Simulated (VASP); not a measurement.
# AlN (P6_3mc) in VASP: phonons with r2SCAN

Aim: the phonons of AlN with r2SCAN.

Everything below comes from runs of VASP 6.6.1. Logs are shortened: lines on timing, memory, paths and dates and some standing lists are left out, and cuts for length are marked.

**1. The crystal as given**

It takes space group P6_3mc (No. 186, hexagonal). Conventional cell: a = 3.113 Å, b = 3.113 Å, c = 4.981 Å, α = 90.00°, β = 90.00°, γ = 120.00°. Al (site symmetry 3m) is surrounded by 4 N at 1.89 Å. Around N (site symmetry 3m) lie 4 Al at 1.89 Å.

**2. Phonons, r2SCAN**

The input, POSCAR:

```
AlN
1.0
    3.1130000000      0.0000000000      0.0000000000
   -1.5565000000      2.6959370800      0.0000000000
    0.0000000000      0.0000000000      4.9810000000
Al N
2 2
Direct
    0.3333333300      0.6666666700      0.0000000000
    0.6666666700      0.3333333300      0.5000000000
    0.3333333300      0.6666666700      0.3800000000
    0.6666666700      0.3333333300      0.8800000000
```

The input, INCAR.step1:

```
SYSTEM = AlN
PREC = Accurate
ENCUT = 600
EDIFF = 1E-8
ISMEAR = 0
SIGMA = 0.02
LREAL = .False.
LASPH = .True.
NELM = 60
ALGO = Normal
ISIF = 3
LWAVE = .False.
LCHARG = .False.
METAGGA = R2SCAN
LMIXTAU = .True.
IBRION = 2
NSW = 40
EDIFFG = -0.002
```

The input, INCAR.step2:

```
SYSTEM = AlN
PREC = Accurate
ENCUT = 600
EDIFF = 1E-8
ISMEAR = 0
SIGMA = 0.02
LREAL = .False.
LASPH = .True.
NELM = 60
ALGO = Normal
ISIF = 2
LWAVE = .False.
LCHARG = .False.
METAGGA = R2SCAN
LMIXTAU = .True.
IBRION = 6
NFREE = 2
POTIM = 0.015
NSW = 1
```

The input, KPOINTS:

```
regular mesh
0
Gamma
  9 9 6
  0 0 0
```

Potentials or basis: VASP PAW PBE potentials, release 64 (Al, N).

Started as:

```bash
$ cat potpaw_PBE.64/Al/POTCAR potpaw_PBE.64/N/POTCAR > POTCAR
$ cp INCAR.step1 INCAR
$ mpirun -np 1 vasp_std > vasp.out
$ cp CONTCAR POSCAR
$ cp INCAR.step2 INCAR
$ mpirun -np 1 vasp_std > vasp.out
```

OUTCAR:

```text
SYSTEM = AlN
   PREC = Accurate
   ENCUT = 600
   EDIFF = 1E-8
   ISMEAR = 0
   LREAL = .False.
   LASPH = .True.
   NELM = 60
   ISIF = 2
   METAGGA = R2SCAN
   IBRION = 6
   NFREE = 2
   POTIM = 0.015
   NSW = 1

 ion  position               nearest neighbor table
   1  0.333  0.667  0.999-   4 1.89   4 1.89   4 1.89   3 1.90   2 3.07   2 3.07   2 3.07   2 3.07
                             2 3.07   2 3.07
   2  0.667  0.333  0.499-   3 1.89   3 1.89   3 1.89   4 1.90   1 3.07   1 3.07   1 3.07   1 3.07
                             1 3.07   1 3.07
   3  0.333  0.667  0.381-   2 1.89   2 1.89   2 1.89   1 1.90
   4  0.667  0.333  0.881-   1 1.89   1 1.89   1 1.89   2 1.90

  LATTYP: Found a hexagonal cell.
 ALAT       =     3.1053045283
 C/A-ratio  =     1.6023893043

  Lattice vectors:

 A1 = (   3.1053045283,   0.0000000000,   0.0000000000)
 A2 = (  -1.5526522642,   2.6892726061,   0.0000000000)
 A3 = (   0.0000000000,   0.0000000000,   4.9759067629)

Analysis of symmetry for initial positions (statically):
=====================================================================
 Subroutine PRICEL returns:
 Original cell was already a primitive cell.

 Routine SETGRP: Setting up the symmetry group for a
 hexagonal supercell.

 Subroutine GETGRP returns: Found 12 space group operations
 (whereof  6 operations were pure point group operations)
 out of a pool of 24 trial point group operations.

The static configuration has the point symmetry C_3v.
 The point group associated with its full space group is C_6v.

Analysis of symmetry for dynamics (positions and initial velocities):
=====================================================================
 Subroutine PRICEL returns:
 Original cell was already a primitive cell.

 Routine SETGRP: Setting up the symmetry group for a
 hexagonal supercell.

 Subroutine GETGRP returns: Found 12 space group operations
 (whereof  6 operations were pure point group operations)
 out of a pool of 24 trial point group operations.

The dynamic configuration has the point symmetry C_3v.
[... 463 lines left out ...]
  ext. energy  EPLUGINS =         0.00000000
  ---------------------------------------------------
  free energy    TOTEN  =       -38.45355577 eV

  energy without entropy =      -38.45355577  energy(sigma->0) =      -38.45355577

 E-fermi :   6.0354     XC(G=0): -11.4229

 val. band max:        5.9076306049   @ k =   0.0000   0.0000   0.0000
 cond. band min:      10.8625551852   @ k =   0.0000   0.0000   0.0000
 fundamental gap:      4.9549245803
 Fermi energy:         6.0353844590

 k-point     1 :       0.0000    0.0000    0.0000
  band No.  band energies     occupation
      1     -10.0580      2.00000
      2      -7.9304      2.00000
      3      -0.1520      2.00000
      4       5.0564      2.00000
      5       5.0564      2.00000
      6       5.7179      2.00000
      7       5.7179      2.00000
      8       5.9076      2.00000
      9      10.8626      0.00000
     10      13.4787      0.00000
     11      17.5365      0.00000
     12      17.9884      0.00000
[... 331 lines left out ...]
 k-point    24 :       0.3333    0.3333    0.1667
  band No.  band energies     occupation
      1      -7.5722      2.00000
      2      -7.5685      2.00000
      3       1.1583      2.00000
      4       1.7291      2.00000
      5       1.7395      2.00000
      6       3.1835      2.00000
      7       4.0176      2.00000
      8       4.0420      2.00000
      9      12.0125      0.00000
     10      15.0365      0.00000
     11      15.8748      0.00000
     12      15.9991      0.00000

 [... further k-points ...]

------------------------ aborting loop because EDIFF is reached ----------------------------------------

  FORCE on cell =-STRESS in cart. coord.  units (eV):
  Direction    XX          YY          ZZ          XY          YZ          ZX
  --------------------------------------------------------------------------------------
  -------------------------------------------------------------------------------------
  Total       -0.0838925     -0.0838925      0.1868354      0.0000000      0.0000000      0.0000000
  in kB       -3.2346149     -3.2346149      7.2037479      0.0000000      0.0000000      0.0000000
  external PRESSURE =       0.2448394 kB  Pullay stress =       0.0000000 kB
[... 19 lines left out ...]
  FREE ENERGIE OF THE ION-ELECTRON SYSTEM (eV)
  ---------------------------------------------------
  free  energy   TOTEN  =       -38.4535557730 eV

  energy  without entropy=      -38.4535557730  energy(sigma->0) =      -38.45355577

 INTERNAL STRAIN TENSORS FROM DISPLACED ATOMS
 ============================================

 INTERNAL STRAIN TENSOR FOR ION    1 for displacements in x,y,z  (eV/Angst):
          X           Y           Z          XY          YZ          ZX
  --------------------------------------------------------------------------------
  x    -0.00000     0.00000     0.00000    -8.97697     0.00000    -5.29729
  y    -8.97697     8.97697     0.00000     0.00000    -5.29730    -0.00000
  z    -5.53907    -5.53907    12.26514    -0.00000     0.00000    -0.00000

 INTERNAL STRAIN TENSOR FOR ION    4 for displacements in x,y,z  (eV/Angst):
          X           Y           Z          XY          YZ          ZX
  --------------------------------------------------------------------------------
  x     0.00000     0.00000    -0.00000    10.74781    -0.00000     5.29839
  y    10.74781   -10.74781     0.00000     0.00000     5.29839     0.00000
  z     5.53352     5.53352   -12.33856     0.00000     0.00000     0.00000

 Eigenvectors and eigenvalues of the dynamical matrix
 ----------------------------------------------------

   1 f  =   22.261341 THz   139.872132 2PiTHz  742.558414 cm-1    92.065468 meV
             X         Y         Z           dx          dy          dz
     -0.000000  1.792848  4.971715     0.000000    0.000000   -0.018012
      1.552652  0.896424  2.483761     0.000000    0.000000    0.018012
     -0.000000  1.792848  1.895037    -0.000000   -0.000000   -0.706877
      1.552652  0.896424  4.382990    -0.000000   -0.000000    0.706877
[... 71 lines left out ...]
  12 f/i=    0.019208 THz     0.120688 2PiTHz    0.640712 cm-1     0.079438 meV
             X         Y         Z           dx          dy          dz
     -0.000000  1.792848  4.971715    -0.000000    0.000000   -0.574166
      1.552652  0.896424  2.483761    -0.000000    0.000000   -0.574166
     -0.000000  1.792848  1.895037    -0.000000    0.000000   -0.412714
      1.552652  0.896424  4.382990    -0.000000    0.000000   -0.412714

 ELASTIC MODULI CONTR FROM IONIC RELAXATION (kBar)
 Direction    XX          YY          ZZ          XY          YZ          ZX
 --------------------------------------------------------------------------------
 XX        -705.8745    348.7329    396.7927      0.0000     -0.0000      0.0000
 YY         348.7329   -705.8745    396.7927     -0.0000      0.0000     -0.0000
 ZZ         396.7927    396.7927   -881.6919      0.0000      0.0000     -0.0000
 XY           0.0000     -0.0000      0.0000   -527.3037      0.0000     -0.0000
 YZ          -0.0000      0.0000      0.0000      0.0000   -137.1456     -0.0000
 ZX           0.0000     -0.0000     -0.0000     -0.0000     -0.0000   -137.1454
 --------------------------------------------------------------------------------
```

OUTCAR.step1:

```text
SYSTEM = AlN
   PREC = Accurate
   ENCUT = 600
   EDIFF = 1E-8
   ISMEAR = 0
   LREAL = .False.
   LASPH = .True.
   NELM = 60
[... 896 lines left out ...]
  -------------------------------------------------------------------------------------
  Total       -0.0029023     -0.0029023     -0.0077637      0.0000000      0.0000000     -0.0000000
  in kB       -0.1119045     -0.1119045     -0.2993431      0.0000000      0.0000000     -0.0000000
  external PRESSURE =      -0.1743840 kB  Pullay stress =       0.0000000 kB
[... 19 lines left out ...]
  FREE ENERGIE OF THE ION-ELECTRON SYSTEM (eV)
  ---------------------------------------------------
  free  energy   TOTEN  =       -38.4559213476 eV

  energy  without entropy=      -38.4559213476  energy(sigma->0) =      -38.45592135

 reached required accuracy - stopping structural energy minimisation
```

It took 1.9 h on 1 thread of AMD EPYC 7R43 (Zen 3), shared host; peak memory 0.3 GiB.

Results:

```
Relaxed volume                                          : 10.39 Å³/atom
Relaxed cell                                            : a = 3.105 Å, b = 3.105 Å, c = 4.976 Å, α = 90.00°, β = 90.00°, γ = 120.00°
Space group after relaxing (to 0.05 Å)                  : P6_3mc (No. 186)
Highest phonon frequency at Γ, LO-TO splitting left out : 743 cm⁻¹
```

Step by step:
| step | energy change (eV) | largest force (eV/Å) | pressure (GPa) | volume (Å³) |
| --- | --- | --- | --- | --- |
| 1 | 0.0000 | 0.1251 | -1.25 | 41.80 |
| 2 | 0.0001 | 0.0987 | 1.28 | 41.31 |
| 3 | -0.0021 | 0.0148 | -0.03 | 41.56 |
| 4 | -0.0021 | 0.0122 | 0.00 | 41.56 |
| 5 | -0.0022 | 0.0066 | 0.01 | 41.55 |
| 6 | -0.0022 | 0.0007 | 0.03 | 41.54 |
| 7 | -0.0022 | 0.0023 | 0.03 | 41.55 |
| 8 | -0.0022 | 0.0023 | -0.03 | 41.56 |
| 9 | -0.0022 | 0.0014 | -0.02 | 41.55 |

Final structure:
```
CELL_PARAMETERS angstrom
3.10530 0.00000 0.00000
-1.55265 2.68927 0.00000
0.00000 0.00000 4.97591
ATOMIC_POSITIONS crystal
Al 0.33333 0.66667 0.99916
Al 0.66667 0.33333 0.49916
N 0.33333 0.66667 0.38084
N 0.66667 0.33333 0.88084
```

Phonon frequencies in cm⁻¹ (negative: imaginary):
```csv
q point,frequencies
"(0.000, 0.000, 0.000)",-1 0 0 250 250 559 625 670 670 682 682 743
```

Caveat: the PAW data sets were made with another functional, which shifts forces and pressure a little.
